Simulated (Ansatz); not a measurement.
Runs of Ansatz 0.2.0 on Bi2Se3 (Paraguanajuatite). It takes space group R-3m (No. 166, trigonal). The conventional cell has a = 4.143 Å, b = 4.143 Å, c = 28.636 Å, α = 90.00°, β = 90.00°, γ = 120.00°. Around Bi (site symmetry 3m) lie 6 Se at 2.85 to 3.07 Å. Se (site symmetry 3m) has 3 Bi at 2.85 Å as nearest neighbours. Se (site symmetry -3m) has 6 Bi at 3.07 Å as nearest neighbours. 

```csv
task,level,cell,cutoff (eV),points for each segment of the path,gap on the mesh (eV),pressure (GPa),relaxed volume (Å³/atom),largest force (eV/Å)
band structure,LDA,as given,420,14,0.09,-1.8,-,0.12
relaxation of cell and atoms,r2SCAN,relaxed,500,-,0.80,0.0,30.14,-
band structure,r2SCAN,as given,500,14,0.49,1.4,-,0.08
relaxation of cell and atoms,PBE,relaxed,420,-,(a),0.0,31.62,-
band structure,PBE,as given,420,14,0.22,2.5,-,(b)
relaxation of cell and atoms,LDA,relaxed,420,-,0.03,0.0,27.13,-
```

Alike in all rows: potentials or basis Ansatz PAW; no spin polarisation; k mesh 8 × 8 × 8; smearing fermi-dirac 0.05 eV.

Question: Estimate the missing entries.

Answer: (a) 0.69; (b) 0.16.

Caveats: spin-orbit coupling is left out, which as a rule narrows the gap of such compounds by several tenths of an eV; the PAW data sets come from PBE, with cores solved anew for the run's functional, which leaves a small shift of forces and pressure (some runs); the plane-wave basis is chosen anew once the cell has moved, so the energies of steps on either side of that aren't comparable (some runs).

A k mesh can miss the band edges, and the runs leave out spin-orbit coupling on Bi, Se.
